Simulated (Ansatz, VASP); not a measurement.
## Ag in VASP and in Ansatz

```
Ag
1.0
    -1.65156    1.65156    1.65156
     1.65156   -1.65156    1.65156
     1.65156    1.65156   -1.65156
Ag
1
Direct
  0.00000 0.00000 0.00000
```

Alike in both runs: task relaxation of cell and atoms; functional PBE; k mesh 18 × 18 × 18; occupations fermi-dirac, width 0.05 eV; no spin polarisation.

```csv
,VASP,Ansatz
version,VASP 6.6.1,Ansatz 0.2.0
potentials or method,"VASP PAW PBE potentials, release 64 (Ag), cutoff 600 eV","all-electron LAPW, non-relativistic"
```

|  | VASP | Ansatz | Ansatz less VASP |
| --- | --- | --- | --- |
| relaxed volume (Å³/atom) | 17.99 | 19.47 | +1.482 |
| relaxed cell length with the largest relative difference (Å) | 2.859 | 2.935 | +0.0765 |
| energy change over the relaxation (meV/atom) | 0 | -27 | -26.7 |

One of these differences is far larger than is usual between the two programs; its cause wasn't traced. Ansatz ran all-electron here, so the differences hold the error of VASP's frozen core and of both bases.
